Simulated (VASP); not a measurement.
Wanted: the native input for a VASP 6.6.1 run.

| Property | Result |
| --- | --- |
| Task | relaxation of the atoms |
| Functional | PBE |
| Dispersion | D3(BJ) |
| Potentials or basis | VASP PAW PBE potentials, release 64 (Te, Mo_sv) |
| Cutoff | 520 eV |
| k mesh | 10 × 10 × 1 |
| Occupations | fermi-dirac, width 0.05 eV |
| Spin | no spin polarisation |
| Further INCAR settings | ALGO = Normal; EDIFF = 1e-06; IBRION = 2; EDIFFG = -0.005; NSW = 40 |

The structure of Te2Mo lies in POSCAR:

```
Te2Mo
1.0
    3.5200000000      0.0000000000      0.0000000000
   -1.7600000000      3.0484094213      0.0000000000
    0.0000000000      0.0000000000     21.6200000000
Te Mo
2 1
Direct
    0.6666666667      0.3333333333      0.4162812211
    0.6666666667      0.3333333333      0.5837187789
    0.3333333333      0.6666666667      0.5000000000
```

The cell was built by a generator and needn't be a form met in nature.

These files were run (other wordings do the same):

INCAR

```
PREC     = Accurate       # precision mode
ENCUT    = 520            # plane-wave cutoff, eV
EDIFF    = 1E-6           # SCF threshold, eV
ISMEAR   = -1             # smearing method
SIGMA    = 0.05           # smearing width, eV
LREAL    = F              # projectors in reciprocal space
LASPH    = T              # aspherical terms in the spheres
NELM     = 80             # most SCF steps
ALGO     = Normal         # electronic algorithm
ISIF     = 2              # what is computed and relaxed
LWAVE    = F              # write WAVECAR
LCHARG   = F              # write CHGCAR
GGA      = PE             # functional
IVDW     = 12             # dispersion correction
IBRION   = 2              # ionic algorithm
NSW      = 40             # ionic steps
EDIFFG   = -0.005         # ionic threshold
```

KPOINTS

```
regular mesh
0
Gamma
  10 10 1
```

Potentials or basis: VASP PAW PBE potentials, release 64 (Te, Mo_sv).

Command:

```console
$ cat potpaw_PBE.64/Te/POTCAR potpaw_PBE.64/Mo_sv/POTCAR > POTCAR
$ mpirun -np 1 vasp_std > vasp.out
```

It gave:

```
Energy gained by relaxing  : 0.0 meV/atom
Ionic steps                : 3
Band gap on the k mesh     : 1.32 eV, direct
Dispersion energy per atom : -0.398 eV
```

Caveat: spin-orbit coupling is left out, which moves the levels of the heavy elements.

It took 2.1 min on 1 thread of Intel(R) Xeon(R) Platinum 8259CL CPU @ 2.50GHz (Skylake/Cascade Lake), with other jobs on the host, peak memory 0.38 GiB.
